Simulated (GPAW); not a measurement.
# Ag (Fm-3m) in GPAW: single point with PBE

Aim: the single point of Ag with PBE.

Program: GPAW 26.7.0. These are calculated values, not measurements. Logs are shortened: lines on timing, memory, paths and dates and some standing lists are left out, and cuts for length are marked. The log counts tension as positive stress, the text compression.

## 1. Starting point

It takes space group Fm-3m (No. 225, cubic). Conventional cell: a = 4.085 Å, b = 4.085 Å, c = 4.085 Å, α = 90.00°, β = 90.00°, γ = 90.00°. Ag (site symmetry m-3m) is surrounded by 12 Ag at 2.89 Å.

## 2. Single point, PBE

Contents of run.py:

```python
from ase.dft.bandgap import bandgap
from ase.io import write
from ase.spacegroup import crystal
from ase.units import GPa
from gpaw import GPAW, PW

# Ag 4a
atoms = crystal(['Ag'],
                basis=[[0.0, 0.0, 0.0]],
                spacegroup=225, setting=1,  # Fm-3m
                cellpar=[4.0855, 4.0855, 4.0855, 90.0, 90.0, 90.0],
                primitive_cell=True)

calc = GPAW(mode=PW(450),
            xc='PBE',
            kpts={'size': (9, 9, 9), 'gamma': True},
            occupations={'name': 'fermi-dirac', 'width': 0.05},
            nbands=18,
            convergence={'density': 1e-05, 'energy': 1e-05},
            maxiter=80,
            txt='gpaw.txt')
atoms.calc = calc
energy = atoms.get_potential_energy()
forces = atoms.get_forces()
stress = atoms.get_stress()
calc.write('gs.gpw')
write('result.traj', atoms)
print(f'Energy: {energy:.6f} eV')
print('Forces (eV/A):')
print(forces.round(4))
print('Stress (GPa):', (stress / GPa).round(3))
print('Fermi level:', round(calc.get_fermi_level(), 4), 'eV')
print(f'Gap: {bandgap(calc)[0]:.4f} eV, direct: {bandgap(calc, direct=True)[0]:.4f} eV')
```

Potentials or basis: GPAW PAW data sets (gpaw-data 1.2.1), pw.

On the command line:

```console
> OMP_NUM_THREADS=1 python run.py
```

gpaw.txt:

```text
__  _  _
 | _ |_)|_||  |
 |__||  | ||/\| - 26.7.0

Input parameters:
  mode=PW(ecut=450.00000000000006),
  convergence={'density': 1e-05, 'energy': 1e-05},
  kpts=MonkhorstPack(size=(9, 9, 9), gamma=True),
  maxiter=80,
  nbands=18,
  occupations=Occupations(name='fermi-dirac', width=0.05),
  xc=XC(name='PBE')

Diagonalizing LCAO Hamiltonian
Converting LCAO to pw mode

       Ag

Atoms  # Å, Bohr magnetons
|   | symbol |        x |        y |        z |    initial magnetic moments |
|---|--------|----------|----------|----------|-----------------------------|
| 0 |     Ag | 0.000000 | 0.000000 | 0.000000 | ( 0.0000,  0.0000,  0.0000) |

Unit cell  # Å
| periodic |        x |        y |        z |  lengths |    angles |
|----------|----------|----------|----------|----------|-----------|
|      yes | 0.000000 | 2.042750 | 2.042750 | 2.888885 | 60.000000 |
|      yes | 2.042750 | 0.000000 | 2.042750 | 2.888885 | 60.000000 |
|      yes | 2.042750 | 2.042750 | 0.000000 | 2.888885 | 60.000000 |

Number of symmetries: 48
Symmetry operations  # r_c * U_cc + t_c -> r_c
|    | kind |            matrix            |
|----|------|------------------------------|
|  0 |  σ   |  1, 0, 0,  1, 0,-1,  1,-1, 0 |
|  1 |  C2  |  1, 0, 0,  1,-1, 0,  1, 0,-1 |
|  2 |  E   |  1, 0, 0,  0, 1, 0,  0, 0, 1 |
|  3 |  σ   |  1, 0, 0,  0, 0, 1,  0, 1, 0 |
|  4 |  C4  |  1, 0,-1,  1, 0, 0,  1,-1, 0 |
|  5 |  S6  |  1, 0,-1,  1,-1, 0,  1, 0, 0 |
|  6 |  σ   |  1, 0,-1,  0, 1,-1,  0, 0,-1 |
|  7 |  C3  |  1, 0,-1,  0, 0,-1,  0, 1,-1 |
|  8 |  S6  |  1,-1, 0,  1, 0, 0,  1, 0,-1 |
|  9 |  C4  |  1,-1, 0,  1, 0,-1,  1, 0, 0 |
| 10 |  C3  |  1,-1, 0,  0,-1, 1,  0,-1, 0 |
| 11 |  σ   |  1,-1, 0,  0,-1, 0,  0,-1, 1 |
| 12 |  σ   |  0, 1, 0,  1, 0, 0,  0, 0, 1 |
| 13 |  C4  |  0, 1, 0,  0, 1,-1, -1, 1, 0 |
| 14 |  C3  |  0, 1, 0,  0, 0, 1,  1, 0, 0 |
| 15 |  S6  |  0, 1, 0, -1, 1, 0,  0, 1,-1 |
| 16 |  C2  |  0, 1,-1,  1, 0,-1,  0, 0,-1 |
| 17 |  σ   |  0, 1,-1,  0, 1, 0, -1, 1, 0 |
| 18 |  S4  |  0, 1,-1,  0, 0,-1,  1, 0,-1 |
| 19 |  C4  |  0, 1,-1, -1, 1, 0,  0, 1, 0 |
| 20 |  C3  |  0, 0, 1,  1, 0, 0,  0, 1, 0 |
| 21 |  σ   |  0, 0, 1,  0, 1, 0,  1, 0, 0 |
| 22 |  S6  |  0, 0, 1,  0,-1, 1, -1, 0, 1 |
| 23 |  C4  |  0, 0, 1, -1, 0, 1,  0,-1, 1 |
| 24 |  S4  |  0, 0,-1,  1, 0,-1,  0, 1,-1 |
| 25 |  C3  |  0, 0,-1,  0, 1,-1,  1, 0,-1 |
| 26 |  C2  |  0, 0,-1,  0,-1, 0, -1, 0, 0 |
| 27 |  S6  |  0, 0,-1, -1, 0, 0,  0,-1, 0 |
| 28 |  S4  |  0,-1, 1,  1,-1, 0,  0,-1, 0 |
| 29 |  C4  |  0,-1, 1,  0, 0, 1, -1, 0, 1 |
| 30 |  C2  |  0,-1, 1,  0,-1, 0,  1,-1, 0 |
| 31 |  σ   |  0,-1, 1, -1, 0, 1,  0, 0, 1 |
| 32 |  C3  |  0,-1, 0,  1,-1, 0,  0,-1, 1 |
| 33 |  S6  |  0,-1, 0,  0, 0,-1, -1, 0, 0 |
| 34 |  S4  |  0,-1, 0,  0,-1, 1,  1,-1, 0 |
| 35 |  C2  |  0,-1, 0, -1, 0, 0,  0, 0,-1 |
| 36 |  C2  | -1, 1, 0,  0, 1, 0,  0, 1,-1 |
| 37 |  S6  | -1, 1, 0,  0, 1,-1,  0, 1, 0 |
| 38 |  S4  | -1, 1, 0, -1, 0, 1, -1, 0, 0 |
| 39 |  C3  | -1, 1, 0, -1, 0, 0, -1, 0, 1 |
| 40 |  S6  | -1, 0, 1,  0, 0, 1,  0,-1, 1 |
| 41 |  C2  | -1, 0, 1,  0,-1, 1,  0, 0, 1 |
| 42 |  C3  | -1, 0, 1, -1, 1, 0, -1, 0, 0 |
| 43 |  S4  | -1, 0, 1, -1, 0, 0, -1, 1, 0 |
| 44 |  C2  | -1, 0, 0,  0, 0,-1,  0,-1, 0 |
| 45 |  i   | -1, 0, 0,  0,-1, 0,  0, 0,-1 |
| 46 |  σ   | -1, 0, 0, -1, 1, 0, -1, 0, 1 |
| 47 |  C2  | -1, 0, 0, -1, 0, 1, -1, 1, 0 |

BZ-sampling:
  Number of BZ points: 729
  Number of IBZ points: 35

  Monkhorst-Pack size: [9, 9, 9]
  Monkhorst-Pack shift: [0, 0, 0]

K-points  # in reciprocal-cell coordinates
|     |                                coordinates |     weight |
|-----|--------------------------------------------|------------|
|   0 | (  0.00000000,   0.00000000,   0.00000000) | 0.00137174 |
|   1 | (  0.11111111,   0.11111111,   0.00000000) | 0.00823045 |
|   2 | (  0.11111111,   0.11111111,   0.11111111) | 0.01097394 |
|   3 | (  0.22222222,   0.11111111,   0.11111111) | 0.01646091 |
|   4 | (  0.22222222,   0.22222222,   0.00000000) | 0.00823045 |
|   5 | (  0.22222222,   0.22222222,   0.11111111) | 0.03292181 |
|   6 | (  0.22222222,   0.22222222,   0.22222222) | 0.01097394 |
|   7 | (  0.33333333,   0.22222222,   0.11111111) | 0.03292181 |
|   8 | (  0.33333333,   0.22222222,   0.22222222) | 0.03292181 |
|   9 | (  0.33333333,   0.33333333,  -0.33333333) | 0.01646091 |
| ... |                                            |            |
|  34 | (  0.44444444,   0.44444444,   0.44444444) | 0.01097394 |

Plane wave coefficients: 378
Cutoff: 450.00000000000006 eV

Spin-components: 1 (collinear spins)
Bands:           18
Projectors:      6
Spin-degeneracy: 2
Datatype:        complex128

Density:
  Valence electrons: 17.0
  Components: 1
  Grid points: [15 15 15]
  Charge: 0.0  # |e|

Potential:
  Grid points: [15 15 15]

species:
  Ag:
    name:    Silver
    Z:       47.0
    valence: 17
    core:    30
    charge:  0.0  # [|e|]
    compensation charges:
      type: gauss
      rc: 0.40  # [Å]
      lmax: 2
    cutoffs:
      filter: 2.35  # [Å]
      core: 2.19  # [Å]
    projectors
    | kind |    occ | energy [eV] | rcut [Å] |
    |------|--------|-------------|----------|
    |   5s |  1.000 |      -4.401 |    1.286 |
    |   4p |  6.000 |     -58.577 |    1.328 |
    |   5p |  0.000 |      -0.738 |    1.328 |
    |   4d | 10.000 |      -7.446 |    1.180 |
    |    s |        |      22.811 |    1.286 |
    |    d |        |      19.766 |    1.180 |

    Using partial waves for Ag as LCAO basis

Reference energy: -144597.826354  # eV

eigensolver:
  PPCG
  Converge bands: occupied
  niter=2

density mixing:
  MSR1-Mixer
  Pratt-step length: 0.05
  Maximum mixing coefficient: 0.75
  Old densities: 10
  SVD Regularization: 0.005
  Good broyden scale: 1.0
  Trust region scale: 1.0
  Backstep threshold: 4.0
  History deletion threshold: 6.0
  Fourier metric: weight=20.0, sigma=0.015

occupation numbers:
  Fermi-Dirac:
    width: 0.0500  # eV

poisson solver:
  ecut: 3600.0000000000005  # eV

xc functional:
  name: PBE with 2 nearest neighbor stencil

convergence criteria:
- Maximum integral of absolute [dens]ity change: 1e-05 electrons / valence electron
- Maximum [total energy] change in last 3 cyles: 1e-05 eV / valence electron
- Maximum integral of absolute [eigenst]ate change: 4e-08 eV^2 / valence electron
maximum number of iterations: 80

SCF iterations
|iter     | |      energy | eigst |  dens |
|---------|-|-------------|-------|-------|
|iter:   1| |   -3.121623 | -0.71 |       |
|iter:   2| |   -3.058509 | -3.56 | -1.31 |
|iter:   3| |   -2.869754 | -3.23 | -1.37 |
|iter:   4| |   -2.867125 | -4.47 | -2.14 |
|iter:   5| |   -2.866335 | -4.50 | -2.41 |
|iter:   6| |   -2.866336 | -7.11 | -3.90 |
|iter:   7| |   -2.866337c| -7.58c| -4.15 |
|iter:   8| |   -2.866337c| -8.99c| -5.46c|

Converged in 8 steps
Energy contributions relative to reference atoms: (reference = -144597.826354)

Energy contributions:
  Kinetic:          -0.631198
  Coulomb:          -0.527085
  Zero:              0.183395
  External:          0.000000
  Xc:               -1.891041
  Entropy:          -0.000815
  Spinorbit:         0.000000
  ----------------------------
  Free energy:      -2.866744
  Extrapolated:     -2.866337

dipole moment: (-12.762115, -12.762115, -12.762115)  # |e|*Ang

Fermi level: 8.573
Eigenvalues  # (at kpt = [0.000, 0.000, 0.000])
| band index |      eig [eV] | occ [0-2] |
|------------|---------------|-----------|
|          0 |       -47.118 |     2.000 |
|          1 |       -47.118 |     2.000 |
|          2 |       -47.118 |     2.000 |
|          3 |         0.478 |     2.000 |
|          4 |         3.490 |     2.000 |
|          5 |         3.490 |     2.000 |
[... 10 lines left out ...]
|         16 |        33.535 |     0.000 |
|         17 |        38.785 |     0.000 |

No gap
No difference between direct/indirect transitions

Forces  # eV/Ang
|        x |        y |        z |
|----------|----------|----------|
| -0.00000 | -0.00000 | -0.00000 |  # Ag   0

Stress tensor  # eV/Ang^3
|         x |         y |         z |
|-----------|-----------|-----------|
| -0.022846 | -0.000000 | -0.000000 |
| -0.000000 | -0.022846 | -0.000000 |
| -0.000000 | -0.000000 | -0.022846 |

# Writing to gs.gpw (mode='')
```

stdout:

```text
Energy: -2.866337 eV
Forces (eV/A):
[[-0. -0. -0.]]
Stress (GPa): [-3.66 -3.66 -3.66 -0.   -0.   -0.  ]
Fermi level: 8.5733 eV
Gap: 0.0000 eV, direct: 0.0000 eV
```

Run time: 5.7 s. Hardware: 1 thread of Arm Neoverse V1, shared host; peak memory 0.12 GiB.

Results:

| Property | Result |
| --- | --- |
| Free energy | -2.8667 eV |
| Pressure | 3.7 GPa |
| Band gap on the k mesh | none (metal or under the smearing width) |

Caveat: the cutoff is short for stress and forces, so pressures can be off by a GPa or more.
